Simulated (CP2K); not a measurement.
Write the native input for CP2K 2026.2 that does the following.

```
Task                                   : band structure
Functional                             : LDA
Potentials or basis                    : POTENTIAL_UZH Hf GTH-PBE-q12; TZVP-MOLOPT-PBE-GTH basis
Density cutoff                         : 9184 eV
k mesh                                 : 10 × 10 × 5
Occupations                            : fermi-dirac, width 0.05 eV
Spin                                   : no spin polarisation
SCF solver                             : diagonalisation with k points
Quickstep method                       : GPW
EPS_DEFAULT                            : 1.0E-9
EPS_SCF                                : 1.0E-6
MAX_SCF                                : 100
SCF_GUESS                              : ATOMIC
k points reduced by the point group    : yes
Mesh centred on Gamma                  : yes
CHOLESKY                               : OFF
EPS_EIGVAL                             : 1.0E-7
MIXING METHOD                          : BROYDEN_MIXING
MIXING ALPHA                           : 0.4
NBUFFER                                : 8
NGRIDS                                 : 4
Basis sets                             : Hf TZVP-MOLOPT-PBE-GTH-q12
Potentials                             : Hf GTH-PBE-q12 of POTENTIAL_UZH
ADDED_MOS                              : [16]
Points a segment of the path (NPOINTS) : 8
Bands added on the path                : 2
REL_CUTOFF (Ry)                        : 60 Ry
MIXING BETA (1/bohr)                   : 1.5 1/bohr
CUTOFF of the grids                    : 675 Ry
```

Hf:

```
CELL_PARAMETERS angstrom
3.19670 0.00000 0.00000
-1.59835 2.76842 0.00000
0.00000 0.00000 5.05780
ATOMIC_POSITIONS crystal
Hf 0.66667 0.33333 0.75000
Hf 0.33333 0.66667 0.25000
```

One way to write it, as run:

hf_bands.inp

```
&GLOBAL
  PROJECT hf_bands
  RUN_TYPE ENERGY_FORCE
  PRINT_LEVEL LOW
&END GLOBAL
&FORCE_EVAL
  METHOD QS
  STRESS_TENSOR ANALYTICAL
  &DFT
    BASIS_SET_FILE_NAME BASIS_MOLOPT_UZH
    POTENTIAL_FILE_NAME POTENTIAL_UZH
    &MGRID
      CUTOFF 675
      REL_CUTOFF 60
      NGRIDS 4
    &END MGRID
    &QS
      METHOD GPW
      EPS_DEFAULT 1.0E-9
    &END QS
    &KPOINTS
      SCHEME MONKHORST-PACK 10 10 5
      GAMMA_CENTERED T
      SYMMETRY T
      SYMMETRY_BACKEND SPGLIB
    &END KPOINTS
    &SCF
      SCF_GUESS ATOMIC
      EPS_SCF 1.0E-6
      MAX_SCF 100
      ADDED_MOS 16
      CHOLESKY OFF
      EPS_EIGVAL 1.0E-7
      &DIAGONALIZATION ON
        ALGORITHM STANDARD
      &END DIAGONALIZATION
      &MIXING ON
        METHOD BROYDEN_MIXING
        ALPHA 0.4
        BETA 1.5
        NBUFFER 8
      &END MIXING
      &SMEAR ON
        METHOD FERMI_DIRAC
        ELECTRONIC_TEMPERATURE 580.23
      &END SMEAR
    &END SCF
    &XC
      &XC_FUNCTIONAL
        &LDA_X
        &END LDA_X
        &LDA_C_PW
        &END LDA_C_PW
      &END XC_FUNCTIONAL
    &END XC
    &PRINT
      &KPOINTS ON
      &END KPOINTS
      &MULLIKEN ON
      &END MULLIKEN
      &MO ON
        ENERGIES T
        OCCUPATION_NUMBERS T
        &EACH
          QS_SCF 0
        &END EACH
        ADD_LAST NUMERIC
      &END MO
      &BAND_STRUCTURE
        FILE_NAME bands.bs
        ADDED_MOS 2
        &KPOINT_SET
          UNITS B_VECTOR
          NPOINTS 8
          SPECIAL_POINT GAMMA 0.00000000 0.00000000 0.00000000
          SPECIAL_POINT M 0.50000000 0.00000000 0.00000000
          SPECIAL_POINT K 0.33333333 0.33333333 0.00000000
          SPECIAL_POINT GAMMA 0.00000000 0.00000000 0.00000000
          SPECIAL_POINT A 0.00000000 0.00000000 0.50000000
          SPECIAL_POINT L 0.50000000 0.00000000 0.50000000
          SPECIAL_POINT H 0.33333333 0.33333333 0.50000000
          SPECIAL_POINT A 0.00000000 0.00000000 0.50000000
        &END KPOINT_SET
        &KPOINT_SET
          UNITS B_VECTOR
          NPOINTS 8
          SPECIAL_POINT L 0.50000000 0.00000000 0.50000000
          SPECIAL_POINT M 0.50000000 0.00000000 0.00000000
        &END KPOINT_SET
        &KPOINT_SET
          UNITS B_VECTOR
          NPOINTS 8
          SPECIAL_POINT K 0.33333333 0.33333333 0.00000000
          SPECIAL_POINT H 0.33333333 0.33333333 0.50000000
        &END KPOINT_SET
      &END BAND_STRUCTURE
    &END PRINT
  &END DFT
  &SUBSYS
    &CELL
      ABC 3.1967000000 3.1967000000 5.0578000000
      ALPHA_BETA_GAMMA 90.0000000000 90.0000000000 119.9999999998
      PERIODIC XYZ
    &END CELL
    &COORD
      SCALED
      Hf  0.6666666667 0.3333333333 0.7500000000
      Hf  0.3333333333 0.6666666667 0.2500000000
    &END COORD
    &KIND Hf
      BASIS_SET TZVP-MOLOPT-PBE-GTH-q12
      POTENTIAL GTH-PBE-q12
    &END KIND
    &PRINT
      &ATOMIC_COORDINATES ON
      &END ATOMIC_COORDINATES
      &CELL ON
      &END CELL
    &END PRINT
  &END SUBSYS
  &PRINT
    &FORCES ON
    &END FORCES
    &STRESS_TENSOR ON
    &END STRESS_TENSOR
  &END PRINT
&END FORCE_EVAL
```

Potentials or basis: POTENTIAL_UZH Hf GTH-PBE-q12; TZVP-MOLOPT-PBE-GTH basis.

The run is started by

```bash
$ OMP_NUM_THREADS=1 cp2k.psmp -i hf_bands.inp -o hf_bands.out
```

It gave:

```
Pressure               : -5.6 GPa
Band gap on the k mesh : none (metal or under the smearing width)
```

Caveat: the potentials were made for another functional, which shifts forces and pressure; spin-orbit coupling is left out, which moves the levels of the heavy elements; the basis of atomic orbitals isn't converged, which shifts pressures, moduli and gaps.

It took 50 s on 1 thread of Arm Neoverse V1 (shared host), peak memory 0.4 GiB.
